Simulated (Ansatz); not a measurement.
# Si: energy over two strains, part 2 of 2

Aim: map the energy of Si (P6_3/mmc, No. 194; 4 atoms in the cell) over two coordinates, and find its wells, ridges and stiffness.

Ansatz 0.2.0; DFT LDA, scalar-relativistic, plane waves, PAW. Earlier steps stand in the parts before.

### Step 10. The run at (−5.3 %, 4.67 %)

The input, input.yaml:

```yaml
crystal:
  lattice:
    - [3.9792238135, -0.1013149084, 0.0]
    - [-2.0773531913, 3.1892603239, 0.0]
    - [0.0, 0.0, 6.2886938331]
  atoms:
    - { symbol: Si, position: [0.3333333333, 0.6666666667, 0.063036046] }
    - { symbol: Si, position: [0.6666666667, 0.3333333333, 0.563036046] }
    - { symbol: Si, position: [0.3333333333, 0.6666666667, 0.436963954] }
    - { symbol: Si, position: [0.6666666667, 0.3333333333, 0.936963954] }
basis:
  ecutwfc: 420
kpoints:
  mp_grid: { grid: [12, 12, 6] }
hamiltonian:
  xc: lda
  pseudopotentials: { kind: paw, azcp: { folder: soft_1 } }
scf:
  occupations: { method: gaussian, width: 0.03 }
output:
  forces: true
  stress: true
  eigenvalues: true
  write_density: true
  write_potential: true
  elf: true
  volumetric_format: npy
```

Run with:

```console
$ ansatz run input.yaml --threads 2 --pin off --max-ram 4096MiB --backend cpu --events-out ev --progress --plain --runs-dir out
```

Standard output, cut to the lines that bear on the results:

```text
Warning: <dir> the record states the generating functional pbe (its physics header spells it `PBE`), which answers neither for hamiltonian.xc's functional nor for the lda family's — results may be inconsistent (PPs are generated against a specific XC)
Warning: RAYON_NUM_THREADS=2 ignored (pool sized by the plan → 2); use --threads N
[...]
Pseudopotentials: kind: paw
Pseudopotential: Si, paw, valence charge 4, recommended cutoff 420 eV (normal), <dir>
Functional definition: SPW92
[...]
Crystal: 4 atoms, lattice volume = 78.485 Å³
Basis set: ecut = 420 eV, 1541 PW (Γ)
Bands: 12, of which v1, the nominal top of the filled ones, is band 8 counted from 1 (7 counted from 0)
Symmetry: 4 space group operations
Space group: P21/m (ITA 11), of the structure as read, at distance tolerance 4.3e-5 Å
k-points: 296 of 864
[...]
SCF iter   1: F=—  HF=-2434.895689 eV  |F-HF|=—  |Δ(HF+E_count)|=         —  Δρ=4.80e-2  dr2=1.78e0  ethr=3.10e-3  ⟨swp⟩=7.7  Hψ=29505  notcnv=0
[...]
SCF iter   6: F=-2434.310147 eV  HF=-2434.310147 eV  |F-HF|=1.43e-8  |Δ(HF+E_count)|=   2.56e-7  Δρ=7.44e-6  dr2=3.97e-8  ethr=6.25e-10  ⟨swp⟩=11.2  Hψ=29487  notcnv=0
[...]
SCF converged after 6 iterations
Free energy (F): -2434.310147 eV
[...]
E sigma→0 (E₀):  -2434.310111 eV
Entropy (-TS):   -0.000073 eV (-0.018 meV/atom)
Fermi energy:    6.441996 eV
[...]
--- Forces (eV/Å), atoms counted from 1 ---
  atom   1  Si     0.34302581    -0.91566427     0.11305972
  atom   2  Si    -0.34302581     0.91566427     0.11305972
  atom   3  Si     0.34302581    -0.91566427    -0.11305972
  atom   4  Si    -0.34302581     0.91566427    -0.11305972
[...]
--- Stress (GPa, compression-positive) ---
       -6.951759       4.432621       0.000000
        4.432621       9.612754       0.000000
        0.000000       0.000000      -0.004316
  P = ⅓ Tr σ = 0.8856 GPa (8.856 kbar)
--- Band table (eV; the first three rows and the last of 296) ---
  k-point 0: bands = ["-5.8864", "-3.5552", "-0.8746", "4.7080", "5.2257", "6.1521", "6.3296", "6.7455", "6.9820", "8.2756", "8.7662", "9.2791"]
[...]
```

Wall time 19 s (2 threads of Arm Neoverse N1, shared host); peak memory 0.49 GiB.

Density in a lattice plane of the grid's cell (edges 3.98 and 6.29 Å, at 0.333 of the third edge), which holds Si.

Ten even steps from '0' (0.04 e/Å³) to '9' (0.54 e/Å³):
```
4333345764223676
3211224564333564
1100012466776643
1000001357998642
0000001257998631
1000001357998642
1100012466776643
3211224564333564
4333345764223676
5444456776435787
5444445566556665
3333333333334433
2222221111111112
1122111000000001
1111110000000000
1122111000000001
2222221111111112
3333333333334433
5444445566556665
5444456776435787
```
Columns run along the first of these edges and rows up along the second, over one cell in 16 and 20 even steps from the bottom left corner. Atoms in the plane (fractional): Si at (0.67, 0.56), Si at (0.67, 0.94).

ELF in the same plane.

Ten even steps from ' ' (0.04) to '@' (0.95):
```
%%**++++**##%%%%**======--++##%%
**++==--==**##**++--------==****
--::....::--==**************++++
::        ..--++##@@@@@@@@%%**==
..        ..--**%%@@@@@@@@%%**==
::        ..--++##@@@@@@@@%%**==
--::....::--==**************++++
**++==--==**##**++--------==****
%%**++++**##%%%%**======--++##%%
%%##****##%%%%%%##++--::==**%%%%
%%##****##%%%%%%##**====++##%%%%
****++++++********++====++******
==============----::::::::----==
--========--::..            ..::
::========::..                ..
--========--::..            ..::
==============----::::::::----==
****++++++********++====++******
%%##****##%%%%%%##**====++##%%%%
%%##****##%%%%%%##++--::==**%%%%
```
Columns run along the first of these edges and rows up along the second, over one cell in 16 and 20 even steps from the bottom left corner. Atoms in the plane (fractional): Si at (0.67, 0.56), Si at (0.67, 0.94).

Both are smooth fields of the valence electrons: close to the nuclei they are not physical.

Maxima of ELF outside the ion cores: 0.96 on the Si–Si line, 1.1 Å from Si.

On the map this point reads 63 meV/atom.

### Step 11. Grid point (−5.3 %, 0.00 %)

input.yaml: that of step 10 with these lines changed.

```diff
@@ -2,4 +2,4 @@
   lattice:
-    - [3.9792238135, -0.1013149084, 0.0]
-    - [-2.0773531913, 3.1892603239, 0.0]
+    - [3.8016851185, -0.1013149084, 0.0]
+    - [-1.9885838437, 3.343013344, 0.0]
     - [0.0, 0.0, 6.2886938331]
@@ -23,5 +23 @@
   eigenvalues: true
-  write_density: true
-  write_potential: true
-  elf: true
-  volumetric_format: npy
```

Run with:

```console
$ ansatz run input.yaml --threads 2 --pin off --max-ram 4096MiB --backend cpu --events-out ev --progress --plain --runs-dir out
```

Standard output, cut to the lines that bear on the results:

```text
[...]
SCF converged after 6 iterations
Free energy (F): -2434.499817 eV
[...]
E sigma→0 (E₀):  -2434.499813 eV
Entropy (-TS):   -0.000007 eV (-0.002 meV/atom)
Fermi energy:    6.514555 eV
[...]
--- Forces (eV/Å), atoms counted from 1 ---
  atom   1  Si     0.45048963     0.04077705     0.02631706
  atom   2  Si    -0.45048963    -0.04077705     0.02631706
  atom   3  Si     0.45048963     0.04077705    -0.02631706
  atom   4  Si    -0.45048963    -0.04077705    -0.02631706
[...]
--- Stress (GPa, compression-positive) ---
        0.403179       4.753617       0.000000
        4.753617       0.287625       0.000000
        0.000000       0.000000       0.039769
  P = ⅓ Tr σ = 0.2435 GPa (2.435 kbar)
--- Band table (eV; the first three rows and the last of 296) ---
  k-point 0: bands = ["-5.8793", "-3.5420", "-0.8728", "4.8231", "5.0734", "6.1279", "6.3996", "6.5996", "7.3205", "8.2763", "8.7825", "8.8187"]
[...]
```

Run time: 14 s. Hardware: 2 threads of Arm Neoverse N1, shared host; peak memory 0.48 GiB.

Energy on the map's scale: 16 meV/atom.

### Step 12. The run at (−5.3 %, −4.67 %)

input.yaml: that of step 11 with these lines changed.

```diff
@@ -2,4 +2,4 @@
   lattice:
-    - [3.8016851185, -0.1013149084, 0.0]
-    - [-1.9885838437, 3.343013344, 0.0]
+    - [3.6241464235, -0.1013149084, 0.0]
+    - [-1.8998144962, 3.496766364, 0.0]
     - [0.0, 0.0, 6.2886938331]
```

Run with:

```console
$ ansatz run input.yaml --threads 2 --pin off --max-ram 4096MiB --backend cpu --events-out ev --progress --plain --runs-dir out
```

Standard output, cut to the lines that bear on the results:

```text
Warning: <dir> the record states the generating functional pbe (its physics header spells it `PBE`), which answers neither for hamiltonian.xc's functional nor for the lda family's — results may be inconsistent (PPs are generated against a specific XC)
Warning: RAYON_NUM_THREADS=2 ignored (pool sized by the plan → 2); use --threads N
[...]
[... 3 set-up lines as earlier in the session ...]
[...]
Crystal: 4 atoms, lattice volume = 78.485 Å³
Basis set: ecut = 420 eV, 1541 PW (Γ)
Bands: 12, of which v1, the nominal top of the filled ones, is band 8 counted from 1 (7 counted from 0)
[... 2 set-up lines as earlier in the session ...]
k-points: 296 of 864
[...]
SCF iter   1: F=—  HF=-2434.895887 eV  |F-HF|=—  |Δ(HF+E_count)|=         —  Δρ=4.80e-2  dr2=1.78e0  ethr=3.10e-3  ⟨swp⟩=7.7  Hψ=29492  notcnv=0
[...]
SCF iter   6: F=-2434.310282 eV  HF=-2434.310282 eV  |F-HF|=1.42e-8  |Δ(HF+E_count)|=   2.57e-7  Δρ=7.44e-6  dr2=3.95e-8  ethr=6.25e-10  ⟨swp⟩=7.1  Hψ=20097  notcnv=0
[...]
SCF converged after 6 iterations
Free energy (F): -2434.310282 eV
[...]
E sigma→0 (E₀):  -2434.310245 eV
Entropy (-TS):   -0.000074 eV (-0.018 meV/atom)
Fermi energy:    6.444942 eV
[...]
--- Forces (eV/Å), atoms counted from 1 ---
  atom   1  Si     0.61169889     0.75652475     0.11266385
  atom   2  Si    -0.61169889    -0.75652475     0.11266385
  atom   3  Si     0.61169889     0.75652475    -0.11266385
  atom   4  Si    -0.61169889    -0.75652475    -0.11266385
[...]
--- Stress (GPa, compression-positive) ---
        9.352763       4.868593       0.000000
        4.868594      -6.694290      -0.000000
        0.000000      -0.000000      -0.005865
  P = ⅓ Tr σ = 0.8842 GPa (8.842 kbar)
--- Band table (eV; the first three rows and the last of 296) ---
  k-point 0: bands = ["-5.8864", "-3.5552", "-0.8747", "4.7055", "5.2288", "6.1517", "6.3276", "6.7478", "6.9776", "8.2851", "8.7660", "9.2729"]
[...]
```

Run time: 14 s. Hardware: 2 threads of Arm Neoverse N1, shared host; peak memory 0.48 GiB.

Energy on the map's scale: 63 meV/atom.

### Step 13. The map

28 points were computed, 21 more follow by symmetry. Energies in meV/atom, from the relaxed crystal:

| strain +e along x and -e along y (%) ↓, engineering shear strain xy (%) → | −8.0 | −5.3 | −2.7 | 0.0 | 2.7 | 5.3 | 8.0 |
| --- | --- | --- | --- | --- | --- | --- | --- |
| 7.00 | 141 | 124 | 113 | 110 | 113 | 124 | 141 |
| 4.67 | 81 | 63 | 52 | 48 | 52 | 63 | 81 |
| 2.33 | 46 | 27 | 16 | 12 | 16 | 27 | 46 |
| 0.00 | 35 | 16 | 4 | 0 | 4 | 16 | 35 |
| −2.33 | 48 | 28 | 16 | 12 | 16 | 28 | 48 |
| −4.67 | 83 | 63 | 51 | 47 | 51 | 63 | 83 |
| −7.00 | 141 | 121 | 108 | 105 | 108 | 121 | 141 |

The largest force on an atom (eV/Å) at each point:

```csv
"strain +e along x and -e along y (%) ↓, engineering shear strain xy (%) →",−8.0,−5.3,−2.7,0.0,2.7,5.3,8.0
7.00,1.57,1.57,1.57,1.57,1.57,1.57,1.57
4.67,1.02,0.98,0.96,0.96,0.96,0.98,1.02
2.33,0.68,0.55,0.46,0.43,0.46,0.55,0.68
0.00,0.71,0.45,0.22,0.00,0.22,0.45,0.71
−2.33,0.95,0.68,0.46,0.36,0.46,0.68,0.95
−4.67,1.25,0.98,0.77,0.69,0.77,0.98,1.25
−7.00,1.56,1.27,1.07,0.99,1.07,1.27,1.56
```

### Step 14. Summary of results

The summary covers parts 1 to 2. Changes of volume or cell count from the first structure of part 1.

| quantity | value |
| --- | --- |
| relaxed cell | a = 3.802 Å, b = 3.802 Å, c = 6.289 Å, α = 90.00°, β = 90.00°, γ = 120.00° |
| space group (0.01 Å) | P6_3/mmc (No. 194) |
| volume | 19.68 Å³/atom |
| lowest point | (0.0 %, 0.00 %), 0 meV/atom |
| highest computed point | (−8.0 %, 7.00 %), 141 meV/atom above the lowest |
| largest force on an atom (eV/Å) | 0.00 at (0.0 %, 0.00 %) to 1.57 at (0.0 %, 7.00 %); 0.00 at the lowest point |
| time for all points | 6.3 min on 2 threads, shared host |

What this shows: The cell shrank by 2.2 % in volume on relaxing. The lowest computed point is at (0.0 %, 0.00 %), which is the relaxed crystal itself. No other kind of well shows on this grid. The highest computed point, (−8.0 %, 7.00 %), lies 141 meV/atom above the lowest. Round the minimum the two coordinates are nearly uncoupled. The curvatures of the interpolated surface at the minimum, over the volume, give stiffnesses of about 90 and 360 GPa for the two patterns (per unit amplitude as drawn, so not the usual moduli), with the ions clamped; on a grid this wide they are rough. The gap closes in part of the range. A rigid map gives upper bounds: relaxing the other coordinates can only lower a point.

These are semilocal Kohn-Sham gaps, which aren't the measured quantity. Such gaps usually fall short of the measured ones.
